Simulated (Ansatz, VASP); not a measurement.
# Sb: VASP beside Ansatz

File INCAR:

```
SYSTEM = Sb
  ALGO = Normal
  EDIFF = 1E-6
  ENCUT = 520
  GGA = PE
  ISIF = 2
  ISMEAR = -1
  LASPH = .TRUE.
  LCHARG = .FALSE.
  LREAL = .FALSE.
  LWAVE = .FALSE.
  NBANDS = 8
  NELM = 80
  PREC = Accurate
  SIGMA = 0.05
```

Contents of KPOINTS:

```
k-points
0
G
  12 12 12
  0 0 0
```

File POSCAR:

```
Sb
1.0
    0.0000000000      2.3280500000      2.3050000000
    2.3280500000      0.0000000000      2.3050000000
    2.3280500000      2.3280500000      0.0000000000
Sb
1
Direct
    0.0000000000      0.0000000000      0.0000000000
```

Input for Ansatz:

```yaml
crystal:
  lattice:
    - [0.0, 2.32805, 2.305]
    - [2.32805, 0.0, 2.305]
    - [2.32805, 2.32805, 0.0]
  atoms:
    - { symbol: Sb, position: [0.0, 0.0, 0.0] }
kpoints:
  mp_grid: { grid: [12, 12, 12] }
scf:
  occupations: { method: fermi_dirac, width: 0.05 }
hamiltonian:
  xc: pbe
  pseudopotentials: { kind: all_electron, lapw: { basis_error: 0.001 } }
output:
  forces: true
  stress: true
  eigenvalues: true
```

Change from the starting cell: x and y stretched by +1 %, z held.

Alike in both runs: task single point; functional PBE; k mesh 12 × 12 × 12; occupations fermi-dirac, width 0.05 eV; no spin polarisation.

|  | VASP | Ansatz |
| --- | --- | --- |
| version | VASP 6.6.1 | Ansatz 0.2.0 |
| potentials or method | VASP PAW PBE potentials, release 64 (Sb) | all-electron LAPW, scalar-relativistic |
| plane-wave cutoff (eV) | 520 | see its input |

```csv
,VASP,Ansatz,Ansatz less VASP
pressure (GPa),6.8,7.0,+0.15
largest component of the traceless stress (GPa),0.14,0.15,+0.009
```

Ansatz ran all-electron here, so the differences hold the error of VASP's frozen core and of both bases.

The runs have no spin-orbit coupling, so splittings on Sb are missing.
